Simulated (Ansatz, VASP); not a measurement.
Given: the input of a run of VASP 6.6.1 on SnO2.

The input INCAR:

```
SYSTEM = SnO2
ALGO = Normal ; EDIFF = 1E-6
ENCUT = 520 ; GGA = PE
ISIF = 2 ; ISMEAR = -1
LASPH = .True. ; LCHARG = .False.
LREAL = .False. ; LWAVE = .False.
NELM = 100 ; PREC = Accurate
SIGMA = 0.05
```

The input KPOINTS:

```
k-points
0
Gamma
  10 10 10
  0 0 0
```

Contents of POSCAR:

```
SnO2
1.0
    1.6494349367      0.9523017047      4.8005925840
   -1.6494349367      0.9523017047      4.8005925840
    0.0000000000     -1.9046034095      4.8005925840
Sn O
1 2
Direct
    0.5000000000      0.5000000000      0.5000000000
    0.7628300000      0.7628300000      0.7628300000
    0.2371700000      0.2371700000      0.2371700000
```

Potentials or basis: VASP PAW PBE potentials, release 64 (Sn_d, O).

Run with:

```console
$ cat potpaw_PBE.64/Sn_d/POTCAR potpaw_PBE.64/O/POTCAR > POTCAR
$ mpirun -np 1 vasp_std > vasp.out
```

Task: Translate it to Ansatz 0.2.0. Potentials there: Ansatz PAW.

Result: As run (the cutoff follows the program's own potentials):

input.yaml

```yaml
crystal:
  lattice:
    - [1.6494349367, 0.9523017047, 4.800592584]
    - [-1.6494349367, 0.9523017047, 4.800592584]
    - [0.0, -1.9046034095, 4.800592584]
  atoms:
    - { symbol: Sn, position: [0.5, 0.5, 0.5] }
    - { symbol: O, position: [0.76283, 0.76283, 0.76283] }
    - { symbol: O, position: [0.23717, 0.23717, 0.23717] }
hamiltonian:
  xc: pbe
  pseudopotentials: { kind: paw }
kpoints:
  mp_grid: { grid: [10, 10, 10] }
scf:
  occupations: { method: fermi_dirac, width: 0.05 }
output:
  forces: true
  stress: true
  eigenvalues: true
```

Potentials or basis: Ansatz PAW.

Run with:

```bash
$ ansatz run input.yaml --threads 2 --pin off --max-ram 5632MiB --backend cpu --events-out ev --progress --plain --runs-dir out
```

Both were run:

|  | VASP | Ansatz | Ansatz less VASP |
| --- | --- | --- | --- |
| gap on the k mesh at the Fermi level (eV) | 1.53 | 1.56 | +0.022 |
| least direct gap on the mesh (eV) | 1.61 | 1.63 | +0.019 |
| pressure (GPa) | -6.1 | -6.6 | -0.44 |
| largest component of the traceless stress (GPa) | 2.88 | 3.20 | +0.315 |
| rms of the force components (eV/Å) | 0.195 | 0.215 | +0.0203 |

Atom by atom the forces differ by 0.020 eV/Å (rms over components).

Caveats: spin-orbit coupling is left out, which moves the levels of the heavy elements; the pressure holds a Pulay correction of +0.7 GPa for the finite cutoff (Ansatz). A k mesh can miss the band edges.
